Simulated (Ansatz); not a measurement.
**Al: a trigonal deformation path**

The task here is to estimate one member of a computed series from the others.

Method: DFT PBEsol, scalar-relativistic, plane waves, PAW, in Ansatz 0.2.0.

1 further run of the same task is left out (set aside as unsound or not needed). Runs told in other sessions of the task aren't counted.

### The system as given

The structure is cubic, space group Im-3m (No. 229). Conventional cell: a = 3.213 Å, b = 3.213 Å, c = 3.213 Å, α = 90.00°, β = 90.00°, γ = 90.00°. Al (site symmetry m-3m) is surrounded by 8 Al at 2.78 Å.

Coordinates:

```cif
data_structure
_symmetry_space_group_name_H-M 'Im-3m'
_symmetry_Int_Tables_number 229
_cell_length_a 3.2129
_cell_length_b 3.2129
_cell_length_c 3.2129
_cell_angle_alpha 90.000
_cell_angle_beta 90.000
_cell_angle_gamma 90.000
_cell_volume 33.17
loop_
_atom_site_label
_atom_site_type_symbol
_atom_site_symmetry_multiplicity
_atom_site_Wyckoff_symbol
_atom_site_fract_x
_atom_site_fract_y
_atom_site_fract_z
_atom_site_occupancy
Al1 Al 2 a 0.00000 0.00000 0.00000 1
```

It goes back to an entry of the Materials Project, which need not be the stable form.

This cell was relaxed beforehand with the same method: volume 16.58 Å³/atom, gap on the mesh none (metal).

Set-up of the first run:

The input, input.yaml:

```yaml
crystal:
  lattice:
    - [-1.6064390039, 1.6064390039, 1.6064390039]
    - [1.6064390039, -1.6064390039, 1.6064390039]
    - [1.6064390039, 1.6064390039, -1.6064390039]
  atoms:
    - { symbol: Al, position: [0.0, 0.0, 0.0] }
basis:
  ecutwfc: 420
kpoints:
  mp_grid: { grid: [28, 28, 28] }
hamiltonian:
  xc: pbesol
scf:
  occupations: { method: gaussian, width: 0.15 }
output:
  forces: true
  stress: true
  eigenvalues: true
  write_density: true
  write_potential: true
  elf: true
  volumetric_format: npy
```

Run with:

```
ansatz run input.yaml --threads 1 --pin off --max-ram 2560MiB --backend cpu --events-out ev --progress --plain --runs-dir out
```

Steps of the session up to this table: The reference: the undisturbed cell on the scan's mesh; ρ = 0.500; Point ρ = 2.000; At ρ = 0.710; ρ = 1.410; Point ρ = 0.600; ρ = 0.850; ρ = 1.200; Point ρ = 1.700; At ρ = 0.930; At ρ = 1.080.

One table of the session follows, with a row left open; its other results are not shown here.

It belongs to the step «The scan collected». 

| ρ | ΔE (meV/atom) | pressure (GPa) |
| --- | --- | --- |
| 0.500 | 5255.6 | 95.4 |
| 0.600 | 2059.7 | 49.0 |
| 0.710 | ? | ? |
| 0.850 | 108.5 | 3.5 |
| 0.930 | 18.6 | 0.6 |
| 1.000 | 0.0 | 0.0 |
| 1.080 | 16.4 | 0.6 |
| 1.200 | 80.0 | 3.2 |
| 1.410 | 222.5 | 8.5 |
| 1.700 | 369.9 | 13.5 |
| 2.000 | 432.0 | 15.2 |

Estimate the missing values for ρ = 0.710.

Worked estimate for «ΔE (meV/atom)». A straight line through the neighbours (0.600, 2059.7) and (0.850, 108.5) gives 2059.7 + (108.5 − 2059.7) × (0.710 − 0.600) / (0.850 − 0.600) = 1201.2; a parabola fitted to 4 rows on both sides gives 460.0.

The run gave: ΔE (meV/atom): 682.5; pressure (GPa): 19.3. In «ΔE (meV/atom)» the line misses by +518.7 and the parabola by -222.5.
